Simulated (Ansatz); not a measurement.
A run of Ansatz 0.2.0 is set up as follows.

Contents of input.yaml:

```yaml
crystal:
  lattice:
    - [0.0, 2.192684, 2.192684]
    - [2.192684, 0.0, 2.192684]
    - [2.192684, 2.192684, 0.0]
  atoms:
    - { symbol: W, position: [0.0, 0.0, 0.0] }
    - { symbol: C, position: [0.5, 0.5, 0.5] }
kpoints:
  mp_grid: { grid: [10, 10, 10] }
scf:
  occupations: { method: fermi_dirac, width: 0.05 }
hamiltonian:
  xc: pbesol
  pseudopotentials: { kind: all_electron, lapw: { basis_error: 0.001 } }
output:
  forces: true
  stress: true
relax:
  f_tol: 0.02
  max_steps: 60
  cell: {}
```

Potentials or basis: all-electron LAPW, scalar-relativistic.

Run with:

```bash
$ ansatz run input.yaml --threads 1 --pin off --max-ram 3072MiB --backend cpu --events-out ev --progress --plain --runs-dir out
```

(1) Predict the relaxed volume.

(2) Predict the relaxed cell.

## Answers

(1) 10.25 Å³/atom.

(2) a = 3.072 Å, b = 3.072 Å, c = 3.072 Å, α = 60.00°, β = 60.00°, γ = 60.00°.
